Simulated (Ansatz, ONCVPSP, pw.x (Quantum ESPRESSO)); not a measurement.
# silicon: one change to the ONCV potential, in the atom and in the fcc crystal

```json
{"Element": "Si", "Generator": "ONCVPSP 4.0.1", "Type": "optimised norm-conserving Vanderbilt (ONCV)", "Functional": "PBEsol", "Relativity": "scalar-relativistic", "Frozen core": "[Ne]", "Valence charge": "4", "Reference configuration": "3s2 3p2", "Partial waves": "3s: rc 1.65 bohr, ncon 3, nbas 6, qcut 3.1 1/bohr, 2 projectors, debl 3.4 Ha; 3p: rc 2.20 bohr, ncon 4, nbas 8, qcut 3.1 1/bohr, 1 projector; d scattering state at 0.16 Ha: rc 1.65 bohr, ncon 3, nbas 8, qcut 6.8 1/bohr, 2 projectors, debl 0.5 Ha", "Local potential": "polynomial inside 1.60 bohr (lpopt 5, dvloc0 2 Ha)", "Core correction": "polynomial model core, fcfact 0.45"}
```

Change: local potential polynomial inside 1.18 bohr (lpopt 5, dvloc0 2 Ha).

Cutoffs, loose and tight: the cutoffs (Ha) at which the residual kinetic energy of the hardest occupied pseudo-wave falls to 1 and 0.1 mHa per electron. They do not see the model core or the augmentation charge, which bear on the density cutoff. Test errors are all-electron minus pseudo excitation energies from the reference, over the configurations 3s2 3p1; 3s2 3p0; 3s1 3p0; 3s2 3p1.5; variants that change the core or the reference have their own tests.

Crystal test: fcc Si in pw.x 7.5, no spin, 15³ k-points, Fermi–Dirac smearing 0.01 Ry, cutoffs set for each file from its atomic test. The reference is all-electron LAPW (Ansatz 0.2.0) with the same functional, mesh and smearing; V0 and B0 come from Birch–Murnaghan fits to the pressures at five volumes. Errors are pseudo minus all-electron; Δ is the rms difference of the E(V) curves that follow from these fits, minima aligned, over ±6 % about the mean V0. Mesh and smearing are coarse, so the numbers serve the comparison and aren't converged zero-temperature values; the lattice is a test structure that the element need not adopt.

All-electron: a0 = 3.832 Å (V0 = 14.07 Å³/atom), B0 = 91.1 GPa.

Problem. Does the change bring the crystal closer to the all-electron result?

Solution. The mean pressure error goes from -0.33 to -0.65 GPa, so the change moves the solid further from the all-electron pressures. At 80 % of its cutoff the pressure of the base moves by -0.47 GPa.

```json
{"quantity": "outcome (atom)", "base": "generated", "changed": "generated"}
{"quantity": "cutoff, loose (atom)", "base": "22 Ha", "changed": "22 Ha"}
{"quantity": "cutoff, tight (atom)", "base": "34 Ha", "changed": "34 Ha"}
{"quantity": "bound ghosts (atom)", "base": "none", "changed": "none"}
{"quantity": "largest test error (meV) (atom)", "base": "+19", "changed": "+19"}
{"quantity": "cutoffs in pw.x (Ry)", "base": "80/320", "changed": "80/320"}
{"quantity": "a0 (Å)", "base": "3.827", "changed": "3.823"}
{"quantity": "a0 error (%)", "base": "-0.12", "changed": "-0.24"}
{"quantity": "B0 error (%)", "base": "+0.2", "changed": "+0.5"}
{"quantity": "Δ (meV/atom)", "base": "1.0", "changed": "2.0"}
{"quantity": "mean pressure error (GPa)", "base": "-0.33", "changed": "-0.65"}
```
